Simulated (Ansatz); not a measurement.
# BeS under strain

Computed with DFT PBEsol, scalar-relativistic, plane waves, PAW in Ansatz. Run with 420 eV cutoff, 8×8×6 k-mesh, Gaussian smearing of 0.02 eV, no spin polarisation.

Starting point, cell and atoms relaxed:

```yaml
crystal:
  lattice:
    - [2.41885, 2.41885, 0.00000]
    - [-2.41885, 2.41885, 0.00000]
    - [0.00000, 0.00000, 4.83771]
  atoms:
    - { symbol: Be, position: [0.00000, 0.00000, 0.00000] }
    - { symbol: Be, position: [0.50000, 0.50000, 0.50000] }
    - { symbol: S, position: [0.50000, 0.00000, 0.25000] }
    - { symbol: S, position: [0.00000, 0.50000, 0.75000] }
```

Deformation: biaxial strain in the a-b plane, with the length and tilt of c and the atoms relaxed, all within the symmetry that the strain leaves. Energies are extrapolated to zero smearing. Stress is positive in compression, on the Cartesian axes of the cell above. Gaps are Kohn–Sham gaps over the whole zone.

```csv
strain (%),ΔE (meV/atom),a (Å),b (Å),c (Å),σxx (GPa),σyy (GPa),σzz (GPa),gap (eV)
-4.5,34.4,3.267,3.267,5.009,9.21,9.21,0.01,2.38
-3.0,14.8,3.318,3.318,4.953,5.81,5.81,0.00,2.57
-1.5,3.6,3.369,3.369,4.896,2.75,2.75,0.00,2.74
+0.0,0.0,3.421,3.421,4.838,0.02,0.02,0.01,2.91
+1.5,3.3,3.472,3.472,4.778,-2.44,-2.44,0.00,2.72
+3.0,12.7,3.523,3.523,4.716,-4.64,-4.64,0.00,2.56
+4.5,27.8,3.575,3.575,4.652,-6.61,-6.61,0.00,2.41
```